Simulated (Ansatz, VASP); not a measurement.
**Ir: VASP beside Ansatz**

File INCAR:

```
PREC = Accurate
ENCUT = 520
EDIFF = 1E-7
ISMEAR = -1
SIGMA = 0.05
LREAL = False
LASPH = True
NELM = 80
ALGO = Normal
ISIF = 2
LWAVE = False
LCHARG = False
GGA = PS
NBANDS = 10
```

Contents of KPOINTS:

```
regular mesh
0
Gamma
  17 17 17
```

Contents of POSCAR:

```
Ir
1.0
    2.4065954278      0.0000000000      0.0000000000
    0.0000000000      2.4065954278      0.0000000000
    0.0000000000      0.0000000000      2.4065954278
Ir
1
Direct
    0.0000000000      0.0000000000      0.0000000000
```

Input for Ansatz:

```yaml
crystal:
  lattice:
    - [2.4065954278, 0.0, 0.0]
    - [0.0, 2.4065954278, 0.0]
    - [0.0, 0.0, 2.4065954278]
  atoms:
    - { symbol: Ir, position: [0.0, 0.0, 0.0] }
kpoints:
  mp_grid: { grid: [17, 17, 17] }
scf:
  occupations: { method: fermi_dirac, width: 0.05 }
hamiltonian:
  xc: pbesol
  pseudopotentials: { kind: all_electron, lapw: { basis_error: 0.001 } }
output:
  forces: true
  stress: true
  eigenvalues: true
  populations: true
```

Change from the starting cell: volume scaled by 0.85, LAPW.

Alike in both runs: task single point; functional PBEsol; k mesh 17 × 17 × 17; occupations fermi-dirac, width 0.05 eV; no spin polarisation.

```csv
,VASP,Ansatz
version,VASP 6.6.1,Ansatz 0.2.0
potentials or method,"VASP PAW PBE potentials, release 64 (Ir)","all-electron LAPW, scalar-relativistic"
plane-wave cutoff (eV),520,see its input
```

Ansatz gave:

* pressure (GPa): 66.6

**Question.** Estimate VASP's values.

**Answer.** Pressure (GPa): 67.8.

Ansatz ran all-electron here, so the differences hold the error of VASP's frozen core and of both bases.

Caveats: the cell as given lies far from equilibrium; so large a pressure means that the cell lies far from this level's equilibrium, or that cutoff or potentials fall short (VASP); the potentials were made for another functional, which shifts forces and pressure (VASP). Spin-orbit coupling is left out, which matters for the levels of Ir.
